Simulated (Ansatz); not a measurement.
# Co: the cost of one run

Computed with Ansatz 0.2.0 (DFT r2SCAN, PAW, plane waves, scalar-relativistic, unless a step's input says otherwise).

The COD cell was measured well above room temperature, so it is larger than a cold one.

## (1) The system as given

The structure is cubic, space group Fm-3m (No. 225). Conventional cell: a = 3.583 Å, b = 3.583 Å, c = 3.583 Å, α = 90.00°, β = 90.00°, γ = 90.00°. Co (site symmetry m-3m) has 12 Co at 2.53 Å as nearest neighbours.

Structure file:

```cif
data_structure
_symmetry_space_group_name_H-M 'Fm-3m'
_symmetry_Int_Tables_number 225
_cell_length_a 3.5835
_cell_length_b 3.5835
_cell_length_c 3.5835
_cell_angle_alpha 90.000
_cell_angle_beta 90.000
_cell_angle_gamma 90.000
_cell_volume 46.02
loop_
_atom_site_label
_atom_site_type_symbol
_atom_site_symmetry_multiplicity
_atom_site_Wyckoff_symbol
_atom_site_fract_x
_atom_site_fract_y
_atom_site_fract_z
_atom_site_occupancy
Co1 Co 4 a 0.00000 0.00000 0.00000 1
```

In tables a label like Co2 counts atoms in the order of input.yaml; a structure file may count by element.

Known so far: 7 plain starts ended in 3 states. The lowest came from “a moment on one site alone, plain SCF [Co2 3.00 μB]”: ferromagnetic, site moments Co1 1.97, Co2 1.97 μB, total 3.70 μB per cell, no gap on the k-mesh, free energy -10263.0670 eV.

Runs to come: parallel moments, default search for lower states; opposed moments +-, default search for lower states; the moments typed in its input, symmetry off, plain SCF; the moments typed in its input, standard search for lower states.

A plain SCF has the search for lower states switched off and ends at the first converged state. The default search runs further SCF cycles only where the state itself hints at a lower one. The standard and full searches may also try other magnetic orders and fillings, and need not reach the lowest state. With a search on, the program may also reshape the start on open shells. Ends within 0.2 meV/atom and 0.1 μB count as one state.

Moments by site are taken inside atomic spheres; the rest lies between them.

## (2) Parallel moments, default search for lower states

Contents of input.yaml:

```yaml
crystal:
  lattice:
    - [-1.79175, -3.5835, -1.79175]
    - [-1.79175, 0.0, -1.79175]
    - [1.79175, 0.0, -1.79175]
  atoms:
    - { symbol: Co, position: [0.0, 0.0, 0.0], spin: 3.0 }
    - { symbol: Co, position: [0.5, 0.0, 0.5], spin: 3.0 }
magnetization:
  spin_polarized: true
hamiltonian:
  xc: r2scan
  pseudopotentials: { kind: paw }
basis:
  ecutwfc: 500
kpoints:
  mp_grid: { grid: [7, 12, 10] }
scf:
  occupations: { method: fermi_dirac, width: 0.05 }
output:
  forces: true
  stress: true
```

Q: Estimate wall time and peak memory on 2 threads of an x86-64 CPU, shared host.

About 19 s, with a peak of 0.66 GiB.
